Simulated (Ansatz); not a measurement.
**Stability checks on a candidate for NaCl**

It was reached by relaxing an invented guess, and it needn't be the stable form of this composition.

The calculation used Ansatz 0.2.0, DFT PBE, scalar-relativistic, plane waves, PAW. Settings of the last relaxation (2-atom cell): 420 eV, 6×6×6 k points, Gaussian smearing of 0.02 eV, no spin polarisation.

```yaml
crystal:
  lattice:
    - [0.00000, 3.12573, 3.12573]
    - [3.12573, 0.00000, 3.12573]
    - [3.12573, 3.12573, 0.00000]
  atoms:
    - { symbol: Na, position: [0.25000, 0.25000, 0.25000] }
    - { symbol: Cl, position: [0.50000, 0.50000, 0.50000] }
```

The zero of energy is the elements' standard structures at the same level (Cl₂ as a molecule); no fitted shifts are applied.

Question: These tests were run: energy against the elements; phonons on a 4×4×4 q mesh; elastic tensor. What do they show?

Answer:

| test | result |
| --- | --- |
| energy against the elements | −1.780 eV/atom |
| phonons on a 4×4×4 q mesh | no imaginary mode on the mesh |
| elastic tensor | least eigenvalue 3 GPa |

It fails none of these tests. Other phases of the system weren't compared here, so this isn't yet thermodynamic stability.

The run for the phonons used an 8×8×8 k mesh. The run for the elastic tensor used an 8×8×8 k mesh.
